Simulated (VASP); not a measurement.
A run of VASP 6.6.1 is set up as follows.

The input POSCAR:

```
CoO
1.0
    0.0000000000      2.1315000000      2.1315000000
    2.1315000000      0.0000000000      2.1315000000
    2.1315000000      2.1315000000      0.0000000000
Co O
1 1
Direct
    0.0000000000      0.0000000000      0.0000000000
    0.5000000000      0.5000000000      0.5000000000
```

INCAR.step1

```
PREC     = Accurate       # precision mode
ENCUT    = 600            # plane-wave cutoff, eV
EDIFF    = 1E-8           # SCF threshold, eV
ISMEAR   = 0              # smearing method
SIGMA    = 0.02           # smearing width, eV
LREAL    = F              # projectors in reciprocal space
LASPH    = T              # aspherical terms in the spheres
NELM     = 120            # most SCF steps
ALGO     = Normal         # electronic algorithm
ISIF     = 3              # what is computed and relaxed
LWAVE    = F              # write WAVECAR
LCHARG   = F              # write CHGCAR
ISPIN    = 2              # spin polarisation
MAGMOM   = 2 0            # initial moments
LORBIT   = 11             # projections on sites
LMAXMIX  = 4              # l up to which the mixer works
GGA      = PE             # functional
IBRION   = 2              # ionic algorithm
NSW      = 40             # ionic steps
EDIFFG   = -0.002         # ionic threshold
```

File INCAR.step2:

```
PREC     = Accurate       # precision mode
ENCUT    = 600            # plane-wave cutoff, eV
EDIFF    = 1E-8           # SCF threshold, eV
ISMEAR   = 0              # smearing method
SIGMA    = 0.02           # smearing width, eV
LREAL    = F              # projectors in reciprocal space
LASPH    = T              # aspherical terms in the spheres
NELM     = 120            # most SCF steps
ALGO     = Normal         # electronic algorithm
ISIF     = 2              # what is computed and relaxed
LWAVE    = F              # write WAVECAR
LCHARG   = F              # write CHGCAR
ISPIN    = 2              # spin polarisation
MAGMOM   = 2 0            # initial moments
LORBIT   = 11             # projections on sites
LMAXMIX  = 4              # l up to which the mixer works
GGA      = PE             # functional
IBRION   = 6              # ionic algorithm
NFREE    = 2            
POTIM    = 0.015          # step
NSW      = 1              # ionic steps
```

Contents of KPOINTS:

```
regular mesh
0
Gamma
  8 8 8
```

Potentials or basis: VASP PAW PBE potentials, release 64 (Co, O).

Command:

```bash
$ cat potpaw_PBE.64/Co/POTCAR potpaw_PBE.64/O/POTCAR > POTCAR
$ cp INCAR.step1 INCAR
$ mpirun -np 1 vasp_std > vasp.out
$ cp CONTCAR POSCAR
$ cp INCAR.step2 INCAR
$ mpirun -np 1 vasp_std > vasp.out
```

Task: Estimate the highest phonon frequency at Γ, LO-TO splitting left out.

Result: 178 cm⁻¹.

Task: What does it give for the net moment?

Result: 2.83 μB per cell.

Task: Predict the relaxed volume.

Result: 9.50 Å³/atom.

Task: Predict the site moments.

Result: Co +2.50; O +0.28 μB.

The path:
| step | energy change (eV) | largest force (eV/Å) | pressure (GPa) | volume (Å³) |
| --- | --- | --- | --- | --- |
| 1 | 0.0000 | 0.0000 | -3.47 | 19.37 |
| 2 | -0.0027 | 0.0000 | 2.24 | 18.79 |
| 3 | -0.0041 | 0.0000 | 0.02 | 19.00 |

Caveat: a cell with one magnetic atom can't hold antiferromagnetic order, which such compounds often take.
